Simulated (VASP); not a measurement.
Runs of VASP 6.6.1 on SnO. It takes space group P4/nmm (No. 129, tetragonal). The conventional cell has a = 3.814 Å, b = 3.814 Å, c = 4.887 Å, α = 90.00°, β = 90.00°, γ = 90.00°. Sn (site symmetry 4mm) is surrounded by 4 O at 2.23 Å. Around O (site symmetry -4m2) lie 4 Sn at 2.23 Å. The cell is a database's computed one.

| level | gap on the mesh (eV) | pressure (GPa) | relaxed volume (Å³/atom) | largest force (eV/Å) |
| --- | --- | --- | --- | --- |
| rev-vdW-DF2 | 0.45 | 0.0 | 17.92 | - |
| vdW-DF | 1.27 | 0.0 | 20.53 | 0.01 |
| BEEF-vdW | 1.03 | 0.0 | 19.74 | 0.01 |
| optB86b-vdW | 0.35 | 0.0 | 17.63 | - |
| optB88-vdW | 0.61 | 0.0 | (b) | 0.01 |
| vdW-DF2 | 1.42 | 0.0 | (a) | - |

Alike in all rows: task relaxation of cell and atoms; potentials or basis VASP PAW PBE potentials, release 64 (Sn_d, O); no spin polarisation; cell relaxed; k mesh 7 × 7 × 6; cutoff (eV) 600; smearing fermi-dirac 0.05 eV.

Q: Estimate the missing entries.

A: (a) 21.36; (b) 18.27.

Caveats: the PAW data sets were made with another functional, which shifts forces and pressure a little; spin-orbit coupling is left out, which moves the levels of the heavy elements; an odd mesh through Γ misses points on the zone boundary, where band edges often lie; the volume moved by over 15 % at a fixed basis, so the end points are rough (some runs).

A k mesh can miss the band edges, and the runs leave out spin-orbit coupling on Sn.

Runs at the PBE level aren't shown here.
